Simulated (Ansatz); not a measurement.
# A series in volume scale on WS₂

Periodic Kohn-Sham DFT of a crystal at fixed atoms, scaled to volume_scale times the given cell; pressure positive in compression, energy less spherical unpolarised free atoms, largest_vzz the field gradient of largest size among the nuclei. The results are calculated, by Ansatz 0.2.0.

The cell before it is scaled or strained (space group R3m, No. 160):
```
cell vectors (Å)
   1.5790     0.9116     6.1633
  -1.5790     0.9116     6.1633
   0.0000    -1.8233     6.1633
atoms (fractions of the cell vectors)
W   0.00000  0.00000  0.00000
S   0.75030  0.75030  0.75030
S   0.58100  0.58100  0.58100
```

Settings of every row: method frozen-core PAW; functional PBEsol; relativity scalar; k mesh 15x15x15; filling fermi-dirac; smearing width 0.03 eV; wave cutoff 420 eV; paw set soft_2.

Atom start moment: 0 on all atoms.

Limits: PAW files made with PBE; a layered crystal: even scaling strains the bonds within the layers, so this curve is stiffer than the crystal under pressure; field gradient without spin-orbit coupling on heavy atoms; no spin-orbit coupling on heavy atoms.

```
row  volume scale  V (Å³/atom)  pressure (GPa)  largest V_zz (1e21 V/m^2)
  1          0.96       17.034           6.826                     -18.17
  2          0.99       17.566           1.089                    -17.519
  3             1       17.744          -0.627                    -17.311
  4          1.02       18.099          -3.792                      -16.9
  5          1.06       18.808               ?                          ?
```

Question: what pressure should row 5 give?

Worked fit of pressure. Take u = (V_r/V)^(2/3) − 1 with V_r = 17.655 Å³ an atom, which is twice the finite (Eulerian) strain; such expansions in the strain, on which the Birch-Murnaghan equation of state is built, carry the rest volume and the bulk modulus. The shown rows have u = 0.02416, 0.00337, -0.00335, -0.01642. Least squares give pressure = 0.2202 + 256.084 × u + 717.07 × u² GPa; a straight line predicts inner rows, each left out in turn, worse (root mean square 0.19 against 0.0052 GPa). The rows lie off it by 0.000, -0.002, 0.003, -0.001. The pressure vanishes at u = -0.0009, or V = 17.68 Å³ an atom, and there the bulk modulus at fixed shape and fractions is B = −V dP/dV = (2/3)(1 + u) dP/du = 170 GPa. Letting shape and atoms relax would as a rule lower it, by much in layered, chain or molecular crystals. The withheld row has u = -0.0413, so the fit gives 0.2202 + 256.084 × (-0.0413) + 717.07 × (-0.0413)² = -9.133 GPa.

The calculation gave -9.181 GPa. The fit lies 0.048 GPa (0.3 % of the column's range) above it; its largest miss of a shown row is 0.003 GPa. This row lies beyond the range of the fit.

The other values of row 5: largest V_zz -16.121 1e21 V/m^2.
